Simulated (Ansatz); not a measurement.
# Ti: stress in a strained cell

Aim: deform Ti (zz strain of -1 %) and compute stress, forces and field gradients with LAPW, PAW and all-electron datasets made for the crystal.

Program: Ansatz 0.2.0. Level of theory: DFT PBE, scalar-relativistic. These are calculated values, not measurements.

## (1) The starting structure

The structure is cubic, space group Fm-3m (No. 225). The conventional cell has a = 4.060 Å, b = 4.060 Å, c = 4.060 Å, α = 90.00°, β = 90.00°, γ = 90.00°. Ti (site symmetry m-3m) is surrounded by 12 Ti at 2.87 Å.

Coordinates:

```
CELL_PARAMETERS angstrom
0.00000 2.03000 2.03000
2.03000 0.00000 2.03000
2.03000 2.03000 0.00000
ATOMIC_POSITIONS crystal
Ti 0.00000 0.00000 0.00000
```

## (2) The deformed structure

Space group Fm-3m before, I4/mmm after.

## (3) LAPW, all electrons

input.yaml reads:

```yaml
crystal:
  lattice:
    - [0.0, 2.03, 2.0097]
    - [2.03, 0.0, 2.0097]
    - [2.03, 2.03, 0.0]
  atoms:
    - { symbol: Ti, position: [0.0, 0.0, 0.0] }
kpoints:
  mp_grid: { grid: [15, 15, 15] }
  band_path:
    path:
      - [0.0, 0.0, 0.0]
      - [0.0, 0.5, 0.5]
      - [0.25, 0.75, 0.5]
      - [0.0, 0.5, 0.0]
      - [0.0, 0.0, 0.0]
      - [0.5, 0.5, 0.0]
      - [0.3775380063, 0.6224619937, 0.0]
      - [-0.3775380063, 0.3775380063, 0.0]
      - [0.0, 0.0, 0.0]
    npoints: 5
scf:
  occupations: { method: fermi_dirac, width: 0.05 }
hamiltonian:
  xc: pbe
  pseudopotentials: { kind: all_electron, lapw: { basis_error: 0.00025 } }
output:
  forces: true
  stress: true
  eigenvalues: true
```

Run with:

```
ansatz run input.yaml --threads 1 --pin off --max-ram 3072MiB --backend cpu --events-out ev --progress --plain --runs-dir out
```

## (4) Frozen-core PAW

input.yaml reads:

```yaml
crystal:
  lattice:
    - [0.0, 2.03, 2.0097]
    - [2.03, 0.0, 2.0097]
    - [2.03, 2.03, 0.0]
  atoms:
    - { symbol: Ti, position: [0.0, 0.0, 0.0] }
kpoints:
  mp_grid: { grid: [15, 15, 15] }
scf:
  occupations: { method: fermi_dirac, width: 0.05 }
hamiltonian:
  xc: pbe
  pseudopotentials: { kind: paw }
output:
  forces: true
  stress: true
  eigenvalues: true
  efg: { contact_densities: true }
```

## (5) Datasets made for this crystal

Edit input.yaml of step 4 so:

```diff
@@ -13,3 +13,3 @@
   xc: pbe
-  pseudopotentials: { kind: paw }
+  pseudopotentials: { kind: all_electron, datasets: crystal }
 output:
```

(Steps that only read results are left out.)

Before running it: what results should come out? Wanted: pressure; largest shear or deviatoric stress.

As calculated:

```
                                 quantity                                           value
                                 pressure  LAPW 5.73, PAW 5.73, crystal datasets 5.73 GPa
largest shear or deviatoric stress (LAPW)                                        0.29 GPa
```

**Reading.** The largest part of the stress beyond the pressure is 0.29 GPa in size, in the zz component. No run of the undeformed cell stands beside it, so the pressure holds what the given cell had before the change. PAW: stress within 0.01 GPa of LAPW. Crystal datasets: stress within 0.01 GPa of LAPW.
